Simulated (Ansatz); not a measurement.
**Te2Mo: relaxation of cell and atoms with PBEsol**

Te2Mo, a slab with vacuum:

```
CELL_PARAMETERS angstrom
6.36161 0.00000 0.00000
0.00000 3.48040 0.00000
-0.08574 0.00000 36.17589
ATOMIC_POSITIONS crystal
Te 0.42925 0.75000 0.54070
Te 0.57075 0.25000 0.45930
Te 0.92085 0.25000 0.55653
Te 0.07915 0.75000 0.44347
Mo 0.18135 0.25000 0.49747
Mo 0.81865 0.75000 0.50253
```

* Program: Ansatz 0.2.0
* Task: relaxation of cell and atoms
* Functional: PBEsol
* Potentials or basis: Ansatz PAW
* Cutoff: 420 eV (not typed: the program's choice for these potentials)
* k mesh: 4 × 8 × 1
* Occupations: fermi-dirac, width 0.05 eV
* Spin: no spin polarisation

```yaml
Relaxed_volume: 128.85 Å³/atom
Relaxed_cell: a = 6.313 Å, b = 3.386 Å, c = 36.168 Å, α = 90.00°, β = 90.06°, γ = 90.00°
Space_group_after_relaxing_to_0.05_Å: P2_1/m (No. 11)
Energy_gained_by_relaxing: 9.8 meV/atom
Ionic_steps: 6
Largest_force_after_relaxing: 0.008 eV/Å
Band_gap_on_the_k_mesh: none (metal or under the smearing width)
```

Forces in eV/Å, atoms in the order of the input:
```
Te   0.002  0.000  0.000
Te  -0.002  0.000  0.000
Te  -0.001  0.000  0.000
Te   0.001  0.000  0.000
Mo   0.001  0.000 -0.008
Mo  -0.001  0.000  0.008
```

The path:
| step | energy change (eV) | largest force (eV/Å) | volume (Å³) |
| --- | --- | --- | --- |
| 1 | 0.0000 | 0.2482 | 800.97 |
| 2 | -0.0504 | 0.0570 | 784.01 |
| 3 | -0.0591 | 0.0197 | 773.08 |
| 4 | -0.0597 | 0.0507 | 773.69 |
| 5 | -0.0600 | 0.0077 | 773.12 |
| 6 | -0.0590 | 0.0077 | 773.12 |

Final structure:
```xyz
6
Lattice="6.3125 0.0000 0.0043 0.0000 3.3863 0.0000 -0.0607 0.0000 36.1676" Properties=species:S:1:pos:R:3 pbc="T T T"
Te    2.6947    2.5397   19.5609
Te    3.5571    0.8466   16.6110
Te    5.7865    0.8466   20.1393
Te    0.4654    2.5397   16.0326
Mo    1.1219    0.8466   18.0011
Mo    5.1300    2.5397   18.1708
```

Levels at points of the mesh, in eV from the Fermi level:
```csv
k point,band 42,band 43,band 44,band 45,band 46,band 47,band 48,band 49,band 50,band 51
"(0.00, 0.00, 0.00)",-1.44,-1.10,-0.47,-0.38,0.39,0.54,1.24,1.68,2.10,2.48
"(0.00, -0.50, 0.00)",-2.67,-1.72,-1.72,-1.48,-1.48,1.19,1.19,1.57,1.57,1.99
"(-0.50, 0.00, 0.00)",-1.49,-1.46,-0.95,-0.70,-0.51,-0.05,1.35,1.41,1.88,2.87
"(-0.50, -0.50, 0.00)",-2.41,-1.77,-1.77,-0.91,-0.91,1.19,1.19,1.84,1.84,2.34
```

It took 2.7 min on 2 threads of Arm Neoverse V2 (shared host), peak memory 1.3 GiB.

Caveat: the plane-wave basis is chosen anew once the cell has moved, so the energies of steps on either side of that aren't comparable; the PAW data sets come from PBE, with cores solved anew for the run's functional, which leaves a small shift of forces and pressure. Spin-orbit coupling is left out, which matters for the levels of Te.
